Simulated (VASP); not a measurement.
# VASP 6.6.1 run: TlBr

INCAR

```
NBANDS = 17
LWAVE = .FALSE.
NSW = 0
METAGGA = MS2
IBRION = -1
ISIF = 2
PREC = Accurate
ENCUT = 520
ISMEAR = -1
EDIFF = 1E-7
LCHARG = .FALSE.
LREAL = .FALSE.
LASPH = .TRUE.
NELM = 120
SIGMA = 0.02
```

KPOINTS

```
KPOINTS created by Atomic Simulation Environment
0
Gamma
6 6 6
0 0 0
```

POSCAR

```
Tl Br
 1.0000000000000000
     3.9609516188999998    0.0000000000000000    0.0000000000000000
     0.0000000000000000    3.9949083397999998    0.0000000000000000
     0.0000000000000000    0.0000000000000000    3.9949083397999998
 Tl  Br
   1   1
Cartesian
  0.0000000000000000  0.0000000000000000  0.0000000000000000
  1.9804758094499999  1.9974541698999999  1.9974541698999999
```

The recommended PBE PAW datasets give the neutral cell 20 valence electrons.

Command

```
mpirun -np 1 vasp_std
```

OSZICAR

```
N       E                     dE             d eps       ncg     rms          rms(c)
DAV:   1     0.101591100848E+03    0.10159E+03   -0.91447E+03  1400   0.974E+02
DAV:   2     0.488536481031E+01   -0.96706E+02   -0.93246E+02  1672   0.213E+02
DAV:   3     0.145382519063E+01   -0.34315E+01   -0.34237E+01  1566   0.368E+01
DAV:   4     0.143907932636E+01   -0.14746E-01   -0.14745E-01  1778   0.279E+00
DAV:   5     0.143894665556E+01   -0.13267E-03   -0.13267E-03  1638   0.249E-01    0.454E+00
DAV:   6     0.131483099056E+02    0.11709E+02   -0.13048E+01  1364   0.349E+01    0.457E+00
DAV:   7     0.131986661612E+02    0.50356E-01   -0.20834E-01  1586   0.351E+00    0.279E+00
DAV:   8     0.132403399026E+02    0.41674E-01   -0.18860E-01  1506   0.311E+00    0.412E-01
DAV:   9     0.132368922724E+02   -0.34476E-02   -0.97954E-03  1546   0.738E-01    0.263E-01
DAV:  10     0.132369577063E+02    0.65434E-04   -0.24265E-03  1564   0.388E-01    0.566E-02
DAV:  11     0.132369154402E+02   -0.42266E-04   -0.70047E-05  1655   0.659E-02    0.293E-02
DAV:  12     0.132368820992E+02   -0.33341E-04   -0.45093E-05  1497   0.588E-02    0.178E-02
DAV:  13     0.132368848997E+02    0.28005E-05   -0.57566E-06  1705   0.177E-02    0.203E-03
DAV:  14     0.132368855012E+02    0.60159E-06   -0.22315E-07  1509   0.369E-03    0.890E-04
DAV:  15     0.132368855198E+02    0.18590E-07   -0.24058E-08   900   0.130E-03
   1 F= 0.13236886E+02 E0= 0.13236886E+02  d E =-.977188E-11
```

Standard output (part)

```
POSCAR found type information on POSCAR TlBr
 POSCAR found :  2 types and       2 ions
 LDA part: xc-table for (None), standard interpolation
 POSCAR, INCAR and KPOINTS ok, starting setup
 WAVECAR not read
 entering main loop
```

From OUTCAR

```
k-points           NKPTS =     40   k-points in BZ     NKDIM =     40   number of bands    NBANDS=     17

   NELECT =      20.0000    total number of electrons

   dimension x,y,z NGX =    30 NGY =   30 NGZ =   30
   dimension x,y,z NGXF=    60 NGYF=   60 NGZF=   60

  energy-cutoff  :      520.00
  volume of cell :       63.21
      direct lattice vectors                 reciprocal lattice vectors
     3.960951619  0.000000000  0.000000000     0.252464583  0.000000000  0.000000000
     0.000000000  3.994908340  0.000000000     0.000000000  0.250318634  0.000000000
     0.000000000  0.000000000  3.994908340     0.000000000  0.000000000  0.250318634

 k-points in reciprocal lattice and weights: KPOINTS created by Atomic Simulation Env
   0.00000000  0.00000000  0.00000000       0.005
   0.16666667  0.00000000  0.00000000       0.009
   0.33333333  0.00000000  0.00000000       0.009
   0.50000000  0.00000000  0.00000000       0.005
   0.00000000  0.16666667  0.00000000       0.019
   0.16666667  0.16666667  0.00000000       0.037
   0.33333333  0.16666667  0.00000000       0.037
   0.50000000  0.16666667  0.00000000       0.019
   ...

 E-fermi :   2.5684

 k-point     1 :       0.0000    0.0000    0.0000
  band No.  band energies     occupation
      1     -12.0159      2.00000
      2      -7.9783      2.00000
      3      -7.9693      2.00000
      4      -7.8015      2.00000
      5      -7.8015      2.00000
      6      -7.8012      2.00000
      7      -2.3405      2.00000
      8       0.7138      2.00000
      9       0.7138      2.00000
     10       0.7789      2.00000
     11       9.3817      0.00000
     12       9.4537      0.00000
     13       9.5030      0.00000
     14       9.5030      0.00000
     15       9.5832      0.00000
     16      13.9501      0.00000
     17      16.0975      0.00000

 k-point     2 :       0.1667    0.0000    0.0000
  band No.  band energies     occupation
      1     -11.9588      2.00000
      2      -7.9667      2.00000
      3      -7.9436      2.00000
      4      -7.8176      2.00000
      5      -7.8176      2.00000
      6      -7.7998      2.00000
      7      -2.5970      2.00000
      8       0.8291      2.00000
      9       0.8291      2.00000
     10       0.9546      2.00000
     11       7.5495      0.00000
     12       9.1511      0.00000
     13       9.1511      0.00000
     14       9.5705      0.00000
     15      11.0373      0.00000
     16      15.2467      0.00000
     17      15.5239      0.00000

 k-point     3 :       0.3333    0.0000    0.0000
  band No.  band energies     occupation
      1     -11.8389      2.00000
      2      -7.9613      2.00000
      3      -7.8764      2.00000
      4      -7.8493      2.00000
      5      -7.8493      2.00000
      6      -7.7970      2.00000
      7      -3.0858      2.00000
      8       1.0781      2.00000
      9       1.0781      2.00000
     10       1.5372      2.00000
     11       5.3570      0.00000
     12       8.4446      0.00000
     13       8.4446      0.00000
     14      10.0926      0.00000
     15      13.4663      0.00000
     16      13.5627      0.00000
     17      16.0571      0.00000

 ...

  Total       -0.0871060     -0.1701762     -0.1701762      0.0000000      0.0000000      0.0000000
  in kB       -2.2077273     -4.3131677     -4.3131677      0.0000000      0.0000000      0.0000000
  external PRESSURE =      -3.6113542 kB  Pullay stress =       0.0000000 kB

 POSITION                                       TOTAL-FORCE (eV/Angst)
 -----------------------------------------------------------------------------------
      0.00000      0.00000      0.00000         0.000000      0.000000      0.000000
      1.98048      1.99745      1.99745         0.000000      0.000000      0.000000
 -----------------------------------------------------------------------------------
    total drift:                                0.000000     -0.000000     -0.000000

  FREE ENERGIE OF THE ION-ELECTRON SYSTEM (eV)
  ---------------------------------------------------
  free  energy   TOTEN  =        13.2368855198 eV

  energy  without entropy=       13.2368855198  energy(sigma->0) =       13.23688552
```

It converged. Results: gap between bands v and c on the k mesh 2.01 eV; least direct gap on the k mesh 2.03 eV; pressure -0.4 GPa. Band v is the last that the valence electrons fill when counted band by band, and c is the next.

For comparison, a separate PBE run of the intended cell, on usual settings and not on those above, gives a gap of 1.83 eV on its mesh and a pressure of 1.1 GPa.

The run above took about 2 min on one core of a shared host (Intel Xeon Platinum 8488C) and held 0.19 GiB at most.
